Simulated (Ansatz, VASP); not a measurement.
**One calculation of TiC, two programs**

```
CELL_PARAMETERS angstrom
0.00000 2.16572 2.16572
2.16572 0.00000 2.16572
2.16572 2.16572 0.00000
ATOMIC_POSITIONS crystal
Ti 0.00000 0.00000 0.00000
C 0.50000 0.50000 0.50000
```

The cell is a database's computed one.

Alike in both runs: functional PBEsol; k mesh 11 × 11 × 11; occupations fermi-dirac, width 0.05 eV; no spin polarisation; Hubbard terms Ti d U = 5.0 eV.

|  | VASP | Ansatz |
| --- | --- | --- |
| version | VASP 6.6.1 | Ansatz 0.2.0 |
| potentials or method | VASP PAW PBE potentials, release 64 (Ti_sv, C) | Ansatz PAW |
| plane-wave cutoff (eV) | 520 | 420 |
| valence electrons in the cell | 16 | 16 |
| task | single point | band structure |

Ansatz gave:

| Item | Value |
| --- | --- |
| gap on the k mesh at the Fermi level (eV) | none |
| pressure (GPa) | 2.1 |

Question: What did VASP give for the same quantities?

Answer: gap on the k mesh at the Fermi level (eV): none; pressure (GPa): 8.1.

The programs project onto different local orbitals, so the same U acts differently. A gap of «none» marks a metal or a gap that the smearing closes.

Caveats: U without spin polarisation on a metal has little footing; the U is typed as a test and isn't derived for this compound; the PAW data sets were made with another functional, which shifts forces and pressure a little (VASP); the PAW data sets come from PBE, with cores solved anew for the run's functional, which leaves a small shift of forces and pressure (Ansatz).
